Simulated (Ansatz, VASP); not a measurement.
# One calculation of W, two programs

```xyz
1
Lattice="-1.5823 1.5823 1.5823 1.5823 -1.5823 1.5823 1.5823 1.5823 -1.5823" Properties=species:S:1:pos:R:3 pbc="T T T"
W     0.0000    0.0000    0.0000
```

Alike in both runs: task band structure; functional r2SCAN; k mesh 9 × 9 × 9; occupations fermi-dirac, width 0.05 eV; spin-orbit coupling, no magnetisation.

|  | VASP | Ansatz |
| --- | --- | --- |
| version | VASP 6.6.1 | Ansatz 0.2.0 |
| potentials or method | VASP PAW PBE potentials, release 64 (W_sv) | Ansatz PAW |
| plane-wave cutoff (eV) | 520 | 500 |
| valence electrons in the cell | 14 | 14 |

|  | VASP | Ansatz | Ansatz less VASP |
| --- | --- | --- | --- |
| gap on the k mesh at the Fermi level (eV) | none | none | - |
| pressure (GPa) | 3.4 | 1.8 | -1.56 |

A gap of «none» marks a metal or a gap that the smearing closes. With one functional, cell and mesh, what is left measures potentials, basis and numerics.

Caveats: the PAW data sets were made with another functional, which shifts forces and pressure a little (VASP); the PAW data sets come from PBE, with cores solved anew for the run's functional, which leaves a small shift of forces and pressure (Ansatz).
